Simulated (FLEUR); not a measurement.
Runs of FLEUR MaX-R8.1 (later development tree) on BAs. The structure is cubic, space group F-43m (No. 216). The conventional cell has a = 4.777 Å, b = 4.777 Å, c = 4.777 Å, α = 90.00°, β = 90.00°, γ = 90.00°. As (site symmetry -43m) has 4 B at 2.07 Å as nearest neighbours. Around B (site symmetry -43m) lie 4 As at 2.07 Å. 

```csv
task,level,k mesh,gmax,muffin-tin radii,max iterations,mixing factor,mixer,kmax,gap on the mesh (eV),V0 of scaled cells (Å³/atom),B0 (GPa)
band structure,BLYP,10 × 10 × 10,14.8 1/bohr,"As 2.05, B 1.57 bohr",60,0.05,Anderson,4.78 1/bohr,(a),-,-
band structure,LDA,10 × 10 × 10,14.8 1/bohr,"As 2.05, B 1.57 bohr",60,0.05,Anderson,4.78 1/bohr,1.13,-,-
equation of state,PBEsol,10 × 10 × 10,15.3 1/bohr,"As 1.99, B 1.52 bohr",-,-,-,4.92 1/bohr,-,13.54,(c)
single point,PBE,10 × 10 × 10,14.3 1/bohr,"As 1.99, B 1.52 bohr",60,0.05,Anderson,4.61 1/bohr,1.19,-,-
single point,PBEsol,10 × 10 × 10,15.3 1/bohr,"As 1.99, B 1.52 bohr",60,0.05,Anderson,4.92 1/bohr,1.09,-,-
band structure,PBEsol,10 × 10 × 10,14.8 1/bohr,"As 2.05, B 1.57 bohr",60,0.05,Anderson,4.78 1/bohr,1.09,-,-
single point,HSE06,6 × 6 × 6,14.8 1/bohr,"As 2.05, B 1.57 bohr",30,0.05,Anderson,4.78 1/bohr,1.94,-,-
equation of state,PBE,10 × 10 × 10,14.3 1/bohr,"As 1.99, B 1.52 bohr",-,-,-,4.61 1/bohr,-,13.90,(b)
```

Alike in all rows: potentials or basis all-electron, FLAPW; no spin polarisation; cell as given; smearing fermi-dirac 0.05 eV.

Task: Estimate the missing entries.

Result: (a) 1.41; (b) 132; (c) 140.

Caveats: core states are solved in the semilocal potential (some runs); the plane-wave cutoff is short for the semicore states, which can make moduli rough (some runs).

A k mesh can miss the band edges, and the runs leave out spin-orbit coupling on As.

Not every run made on this cell is shown here.
